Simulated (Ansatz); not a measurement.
Runs of Ansatz 0.2.0 on HfC. The structure is cubic, space group Fm-3m (No. 225). The conventional cell has a = 4.650 Å, b = 4.650 Å, c = 4.650 Å, α = 90.00°, β = 90.00°, γ = 90.00°. Hf (site symmetry m-3m) has 6 C at 2.33 Å as nearest neighbours. C (site symmetry m-3m) is surrounded by 6 Hf at 2.33 Å. 

| task | level | spin | cell | k mesh | smearing | points for each segment of the path | mesh quality | gap on the mesh (eV) | pressure (GPa) | relaxed volume (Å³/atom) |
| --- | --- | --- | --- | --- | --- | --- | --- | --- | --- | --- |
| band structure | PBE | off | as given | 10 × 10 × 10 | fermi-dirac 0.05 eV | 14 | not flagged | none | 0.2 | - |
| band structure | LDA | off | as given | 10 × 10 × 10 | fermi-dirac 0.05 eV | 14 | not flagged | none | -11.9 | - |
| band structure | PBEsol | SOC, no magnetisation | as given | 7 × 7 × 7 | fermi-dirac 0.05 eV | 14 | not flagged | none | -7.2 | - |
| relaxation of cell and atoms | PBEsol | off | relaxed | 10 × 10 × 10 | fermi-dirac 0.05 eV | - | not flagged | - | 0.0 | 12.23 |
| band structure | PBE | SOC, no magnetisation | as given | 7 × 7 × 7 | fermi-dirac 0.05 eV | 14 | not flagged | none | (c) | - |
| band structure | LDA | SOC, no magnetisation | as given | 7 × 7 × 7 | fermi-dirac 0.05 eV | 14 | not flagged | none | (a) | - |
| relaxation of cell and atoms | PBE | off | relaxed | 10 × 10 × 10 | fermi-dirac 0.05 eV | - | not flagged | none | 0.0 | 12.58 |
| relaxation of cell and atoms | LDA | off | relaxed | 10 × 10 × 10 | fermi-dirac 0.05 eV | - | not flagged | - | 0.0 | 11.95 |
| band structure | RPBE | off | as given | 10 × 10 × 10 | fermi-dirac 0.05 eV | 14 | not flagged | none | 4.3 | - |
| band structure | revPBE | off | as given | 10 × 10 × 10 | fermi-dirac 0.05 eV | 14 | not flagged | none | (b) | - |
| single point | PBE | off | as given | 10 × 10 × 10 | gaussian 0.011 eV | - | not flagged | none | 0.2 | - |
| relaxation of cell and atoms | HSE03 | off | relaxed | 5 × 5 × 5 | fermi-dirac 0.05 eV | - | coarse | none | 0.0 | 12.54 |

Alike in all rows: potentials or basis Ansatz PAW; cutoff (eV) 420.

Problem. Estimate the missing entries.

Solution. (a) -12.5; (b) 3.2; (c) -0.4.

Caveats: some runs use coarse meshes; the PAW data sets come from PBE, with cores solved anew for the run's functional, which leaves a small shift of forces and pressure (some runs); spin-orbit coupling is left out, which moves the levels of the heavy elements (some runs); the plane-wave basis is chosen anew once the cell has moved, so the energies of steps on either side of that aren't comparable (some runs).

A k mesh can miss the band edges, and rows without SOC leave out spin-orbit coupling on Hf.

A gap of «none» marks a metal or a gap under the smearing width.
